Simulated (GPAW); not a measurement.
BN:

```xyz
2
Lattice="2.5080 0.0000 0.0000 -1.2467 2.1762 0.0000 -0.6307 -1.0881 3.0225" Properties=species:S:1:pos:R:3 pbc="T T T"
N     0.6410   -0.3484    2.9772
B     1.2297    2.1384    0.0055
```

The cell comes from a database or a generator and needn't be the stable form of this composition.

Base run:

* Program: GPAW 26.7.0
* Functional: LDA
* Potentials or basis: the program's PAW data sets (release 1.2.1) made for this functional
* Cutoff: 650 eV
* Basis: pw
* k mesh: 10 × 10 × 7
* Occupations: fermi-dirac, width 0.001 eV
* Spin: no spin polarisation

Its results: band gap on the k mesh 2.72 eV, indirect (least direct gap 4.46 eV); electronic dielectric tensor (diagonal) 4.94, 5.45, 3.02.

The run is repeated on the same cell with these changes: functional from LDA to RPBE. What comes out?

Band gap on the k mesh 3.04 eV, indirect (least direct gap 4.67 eV); electronic dielectric tensor (diagonal) 4.73, 5.18, 2.84.

Caveats: the long-wavelength limit can be off by a per cent or two.

A k mesh can miss the band edges.
